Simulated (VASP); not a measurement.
# Te2Mo: relaxation of cell and atoms with LDA

The system is Te2Mo, a slab with vacuum.

```
CELL_PARAMETERS angstrom
3.51820 0.00000 0.00000
-1.75910 3.04685 0.00000
0.00000 0.00000 21.60519
ATOMIC_POSITIONS crystal
Te 0.33333 0.66667 0.41657
Te 0.33333 0.66667 0.58343
Mo 0.66667 0.33333 0.50000
```

```
Program                : VASP 6.6.1
Task                   : relaxation of cell and atoms
Functional             : LDA
Potentials or basis    : VASP PAW LDA potentials, release 64 (Te, Mo_sv)
Cutoff                 : 600 eV
k mesh                 : 12 × 12 × 1
Occupations            : gaussian, width 0.03 eV
Spin                   : no spin polarisation
Further INCAR settings : ALGO = Normal; EDIFF = 1e-06; IBRION = 2; EDIFFG = -0.01; NSW = 90; ISIF = 3
```

```yaml
Relaxed_volume: 74.98 Å³/atom
Relaxed_cell: a = 3.467 Å, b = 3.467 Å, c = 21.605 Å, α = 90.00°, β = 90.00°, γ = 120.00°
Space_group_after_relaxing_to_0.05_Å: P-6m2 (No. 187)
Energy_gained_by_relaxing: 7.8 meV/atom
Ionic_steps: 6
Largest_force_after_relaxing: 0.007 eV/Å
Band_gap_on_the_k_mesh: 1.24 eV, direct
```

Forces on the atoms (eV/Å):
```
Te   0.000  0.000 -0.007
Te   0.000  0.000  0.007
Mo   0.000  0.000  0.000
```

The path:
| step | energy change (eV) | largest force (eV/Å) | pressure (GPa) | volume (Å³) |
| --- | --- | --- | --- | --- |
| 1 | 0.0000 | 0.3327 | -0.97 | 231.60 |
| 2 | -0.0060 | 0.3847 | 0.96 | 220.55 |
| 3 | -0.0231 | 0.0394 | 0.02 | 225.56 |
| 4 | -0.0231 | 0.0472 | 0.03 | 225.44 |
| 5 | -0.0233 | 0.0302 | 0.03 | 225.23 |
| 6 | -0.0233 | 0.0069 | 0.01 | 224.94 |

Final structure:
```
CELL_PARAMETERS angstrom
3.46732 0.00000 0.00000
-1.73366 3.00278 0.00000
0.00000 0.00000 21.60519
ATOMIC_POSITIONS crystal
Te 0.33333 0.66667 0.41678
Te 0.33333 0.66667 0.58322
Mo 0.66667 0.33333 0.50000
```

Levels at points of the mesh, in eV from the valence-band top:
| k point | band 9 | band 10 | band 11 | band 12 | band 13 | band 14 | band 15 | band 16 | band 17 |
| --- | --- | --- | --- | --- | --- | --- | --- | --- | --- |
| (0.00, 0.00, 0.00) | -1.64 | -1.64 | -0.82 | -0.82 | -0.59 | 3.37 | 3.37 | 3.68 | 3.68 |
| (0.50, 0.00, 0.00) | -3.38 | -2.32 | -1.68 | -0.76 | -0.14 | 1.58 | 1.88 | 3.43 | 3.92 |

Wall time 5.9 min on 2 MPI ranks on AMD EPYC 7R43 64-Core Processor (Zen 3) (shared host), peak memory 0.35 GiB a rank.

Caveat: spin-orbit coupling is left out, which moves the levels of the heavy elements. LDA usually gives volumes a few per cent too small.
